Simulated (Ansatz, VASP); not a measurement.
**One calculation of SnSe2, two programs**

```xyz
3
Lattice="4.0231 0.0000 0.0000 -2.0116 3.4841 0.0000 0.0000 0.0000 5.5068" Properties=species:S:1:pos:R:3 pbc="T T T"
Sn    0.0000    0.0000    0.0000
Se    0.0000    2.3228    1.3767
Se    2.0116    1.1614    4.1301
```

Alike in both runs: task single point; functional PBEsol; k mesh 9 × 9 × 6; occupations gaussian, width 0.05 eV; no spin polarisation.

|  | VASP | Ansatz |
| --- | --- | --- |
| version | VASP 6.6.1 | Ansatz 0.2.0 |
| potentials or method | VASP PAW PBE potentials, release 64 (Sn_d, Se) | scalar-relativistic, plane waves, PAW |
| plane-wave cutoff (eV) | 520 | 420 |
| valence electrons in the cell | 26 | 46 |

Ansatz gave:

* gap on the k mesh at the Fermi level (eV): 0.07
* least direct gap on the mesh (eV): 0.42
* pressure (GPa): 1.6
* largest component of the traceless stress (GPa): 4.34
* rms of the force components (eV/Å): 0.516

Which values does VASP return?

gap on the k mesh at the Fermi level (eV): 0.06; least direct gap on the mesh (eV): 0.42; pressure (GPa): 1.7; largest component of the traceless stress (GPa): 4.30; rms of the force components (eV/Å): 0.524.

Atom by atom the forces differ by 0.008 eV/Å (rms over components). With one functional, cell and mesh, what is left measures potentials, basis and numerics. The two sets of potentials don't hold the same shells in valence.

Caveats: the PAW data sets were made with another functional, which shifts forces and pressure a little (VASP); spin-orbit coupling is left out, which moves the levels of the heavy elements; an odd mesh through Γ misses points on the zone boundary, where band edges often lie; the cell's inner coordinates are idealised or old, which leaves forces on the atoms.
